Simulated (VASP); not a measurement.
# A VASP 6.6.1 single-point calculation on SnO

INCAR

```
IBRION = -1
EDIFF = 1E-7
NELM = 120
ISIF = 2
LCHARG = .FALSE.
SIGMA = 0.02
PREC = Accurate
LREAL = Auto
LWAVE = .FALSE.
ENCUT = 520
NBANDS = 17
ISMEAR = -1
METAGGA = SCAN
NSW = 0
LASPH = .TRUE.
```

KPOINTS

```
KPOINTS created by Atomic Simulation Environment
0
Gamma
5 5 5
0 0 0
```

POSCAR

```
Sn O
 1.0000000000000000
     0.0000000000000000    2.7082147176000002    2.6995484305000002
     2.7082147176000002    0.0000000000000000    2.6995484305000002
     2.7082147176000002    2.7082147176000002    0.0000000000000000
 Sn  O
   1   1
Cartesian
  0.0000000000000000  0.0000000000000000  0.0000000000000000
  1.3541073587999999  1.3541073587999999  1.3497742152499999
```

The recommended PBE PAW datasets give the neutral cell 20 valence electrons.

Command

```
mpirun -np 1 vasp_std
```

OSZICAR

```
N       E                     dE             d eps       ncg     rms          rms(c)
DAV:   1     0.120155329804E+03    0.12016E+03   -0.10606E+04   631   0.168E+03
DAV:   2    -0.346091712889E+02   -0.15476E+03   -0.14921E+03   676   0.394E+02
DAV:   3    -0.497409255946E+02   -0.15132E+02   -0.15062E+02   707   0.112E+02
DAV:   4    -0.500725192708E+02   -0.33159E+00   -0.33141E+00   752   0.178E+01
DAV:   5    -0.500815227402E+02   -0.90035E-02   -0.90033E-02   824   0.284E+00    0.787E+00
DAV:   6    -0.434455562609E+02    0.66360E+01   -0.88430E+00   927   0.435E+01    0.318E+00
DAV:   7    -0.435708528326E+02   -0.12530E+00   -0.10342E+00   655   0.668E+00    0.139E+00
DAV:   8    -0.435481496517E+02    0.22703E-01   -0.17523E-01   680   0.437E+00    0.479E-01
DAV:   9    -0.435459493750E+02    0.22003E-02   -0.68502E-03   902   0.108E+00    0.265E-01
DAV:  10    -0.435459933693E+02   -0.43994E-04   -0.68883E-04   750   0.370E-01    0.130E-01
DAV:  11    -0.435459996572E+02   -0.62879E-05   -0.30157E-04   675   0.208E-01    0.216E-02
DAV:  12    -0.435458826743E+02    0.11698E-03   -0.40705E-05   744   0.661E-02    0.496E-03
DAV:  13    -0.435458899954E+02   -0.73211E-05   -0.81847E-06   875   0.203E-02    0.531E-03
DAV:  14    -0.435458957663E+02   -0.57709E-05   -0.17341E-06   883   0.140E-02    0.108E-03
DAV:  15    -0.435458971999E+02   -0.14336E-05   -0.79798E-08   419   0.242E-03    0.417E-04
DAV:  16    -0.435458987723E+02   -0.15724E-05   -0.20572E-08   364   0.126E-03    0.277E-04
DAV:  17    -0.435458987280E+02    0.44350E-07   -0.77034E-09   348   0.104E-03
   1 F= -.43545899E+02 E0= -.43545899E+02  d E =-.115312E-07
```

Standard output (part)

```
POSCAR found type information on POSCAR SnO
 POSCAR found :  2 types and       2 ions
|     You have a (more or less) 'small supercell' and for smaller cells       |
|     it is recommended to use the reciprocal-space projection scheme!        |
|     The real-space optimization is not efficient for small cells and it     |
|     is also less accurate ...                                               |
|     Therefore, set LREAL=.FALSE. in the INCAR file.                         |
 LDA part: xc-table for (None), standard interpolation
 POSCAR, INCAR and KPOINTS ok, starting setup
 WAVECAR not read
 entering main loop
```

From OUTCAR

```
k-points           NKPTS =     18   k-points in BZ     NKDIM =     18   number of bands    NBANDS=     17

   NELECT =      20.0000    total number of electrons

   dimension x,y,z NGX =    28 NGY =   28 NGZ =   28
   dimension x,y,z NGXF=    56 NGYF=   56 NGZF=   56

  energy-cutoff  :      520.00
  volume of cell :       39.60
      direct lattice vectors                 reciprocal lattice vectors
     0.000000000  2.708214718  2.699548431    -0.184623470  0.184623470  0.185216162
     2.708214718  0.000000000  2.699548431     0.184623470 -0.184623470  0.185216162
     2.708214718  2.708214718  0.000000000     0.184623470  0.184623470 -0.185216162

 k-points in reciprocal lattice and weights: KPOINTS created by Atomic Simulation Env
   0.00000000  0.00000000  0.00000000       0.008
   0.20000000  0.00000000  0.00000000       0.064
   0.40000000 -0.00000000  0.00000000       0.064
   0.20000000  0.20000000  0.00000000       0.016
   0.40000000  0.20000000  0.00000000       0.064
  -0.40000000  0.20000000  0.00000000       0.064
  -0.20000000  0.20000000  0.00000000       0.032
   0.40000000  0.40000000  0.00000000       0.016
   ...

 E-fermi :   6.0173

 k-point     1 :       0.0000    0.0000    0.0000
  band No.  band energies     occupation
      1     -16.3331      2.00000
      2     -16.3329      2.00000
      3     -16.3318      2.00000
      4     -16.2795      2.00000
      5     -16.2793      2.00000
      6     -14.2384      2.00000
      7      -0.5696      2.00000
      8       2.1109      2.00000
      9       2.1109      2.00000
     10       2.1203      2.00000
     11      10.5922      0.00000
     12      10.6036      0.00000
     13      10.6041      0.00000
     14      15.5652      0.00000
     15      18.0365      0.00000
     16      18.0365      0.00000
     17      18.0989      0.00000

 k-point     2 :       0.2000    0.0000    0.0000
  band No.  band energies     occupation
      1     -16.4044      2.00000
      2     -16.3227      2.00000
      3     -16.3217      2.00000
      4     -16.2775      2.00000
      5     -16.2774      2.00000
      6     -14.0102      2.00000
      7      -1.2822      2.00000
      8       1.9462      2.00000
      9       1.9545      2.00000
     10       2.7662      2.00000
     11       9.0300      0.00000
     12      10.7540      0.00000
     13      10.7572      0.00000
     14      15.9288      0.00000
     15      17.1510      0.00000
     16      17.1839      0.00000
     17      18.4482      0.00000

 k-point     3 :       0.4000   -0.0000    0.0000
  band No.  band energies     occupation
      1     -16.5063      2.00000
      2     -16.3175      2.00000
      3     -16.3165      2.00000
      4     -16.2627      2.00000
      5     -16.2621      2.00000
      6     -13.6296      2.00000
      7      -2.2105      2.00000
      8       1.7012      2.00000
      9       1.7128      2.00000
     10       3.4307      2.00000
     11       7.8971      0.00000
     12      10.7814      0.00000
     13      10.8027      0.00000
     14      15.0837      0.00000
     15      17.4468      0.00000
     16      17.4622      0.00000
     17      19.3517      0.00000

 ...

  Total        0.1453145      0.1453145      0.1601422      0.0000000      0.0000000      0.0000000
  in kB        5.8793909      5.8793909      6.4793165      0.0000000      0.0000000      0.0000000
  external PRESSURE =       6.0793661 kB  Pullay stress =       0.0000000 kB

 POSITION                                       TOTAL-FORCE (eV/Angst)
 -----------------------------------------------------------------------------------
      0.00000      0.00000      0.00000        -0.000000     -0.000000      0.000000
      1.35411      1.35411      1.34977         0.000000      0.000000     -0.000000
 -----------------------------------------------------------------------------------
    total drift:                                0.000010      0.000010      0.000015

  FREE ENERGIE OF THE ION-ELECTRON SYSTEM (eV)
  ---------------------------------------------------
  free  energy   TOTEN  =       -43.5458987280 eV

  energy  without entropy=      -43.5458987164  energy(sigma->0) =      -43.54589872
```

It converged. Results: gap between bands v and c on the k mesh 0.62 eV; least direct gap on the k mesh 0.77 eV; pressure 0.6 GPa. Band v is the last that the valence electrons fill when counted band by band, and c is the next.

For comparison, a separate PBE run of the intended cell, on usual settings and not on those above, gives a gap of -0.20 eV on its mesh and a pressure of 2.6 GPa.

The run above took about 61 s on one core of a shared host (Intel Xeon Platinum 8488C) and held 0.16 GiB at most.
